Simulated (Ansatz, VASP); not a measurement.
One calculation of TiAl3, two programs

```
Ti Al
1.0
     3.95567    0.00000    0.00000
     0.00000    3.95567    0.00000
     0.00000    0.00000    3.95567
Ti Al
1 3
Direct
  0.00000 0.00000 0.00000
  0.50000 0.50000 0.00000
  0.50000 0.00000 0.50000
  0.00000 0.50000 0.50000
```

The cell comes from a database or a generator and needn't be the stable form of this composition.

Alike in both runs: task single point; functional PBE; k mesh 10 × 10 × 10; occupations gaussian, width 0.05 eV; no spin polarisation.

|  | VASP | Ansatz |
| --- | --- | --- |
| version | VASP 6.6.1 | Ansatz 0.2.0 |
| potentials or method | VASP PAW PBE potentials, release 64 (Ti_sv, Al) | scalar-relativistic, plane waves, PAW |
| plane-wave cutoff (eV) | 520 | 420 |
| valence electrons in the cell | 21 | 21 |

|  | VASP | Ansatz | Ansatz less VASP |
| --- | --- | --- | --- |
| pressure (GPa) | 1.8 | 2.0 | +0.16 |

The functional is the same, so the differences come from potentials, cutoffs and numerics.
